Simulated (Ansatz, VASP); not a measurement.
BiTe: VASP beside Ansatz

```
CELL_PARAMETERS angstrom
0.00000 3.23500 3.23500
3.23500 0.00000 3.23500
3.23500 3.23500 0.00000
ATOMIC_POSITIONS crystal
Bi 0.00000 0.00000 0.00000
Te 0.50000 0.50000 0.50000
```

Alike in both runs: task single point; functional PBE; k mesh 5 × 5 × 5; occupations fermi-dirac, width 0.04 eV; no spin polarisation.

|  | VASP | Ansatz |
| --- | --- | --- |
| version | VASP 6.6.1 | Ansatz 0.2.0 |
| potentials or method | VASP PAW PBE potentials, release 64 (Bi_d, Te), cutoff 520 eV | all-electron LAPW, scalar-relativistic |

VASP gave:

```
gap on the k mesh at the Fermi level (eV) : none
pressure (GPa)                            : 0.6
```

Which values does Ansatz return?

gap on the k mesh at the Fermi level (eV): none; pressure (GPa): 0.7.

A gap of «none» marks a metal or a gap that the smearing closes. Ansatz ran all-electron here, so the differences hold the error of VASP's frozen core and of both bases.

Caveats: spin-orbit coupling is left out, which moves the levels of the heavy elements; the k mesh is thin for a metal, which can move the energy by tens of meV per atom (Ansatz).
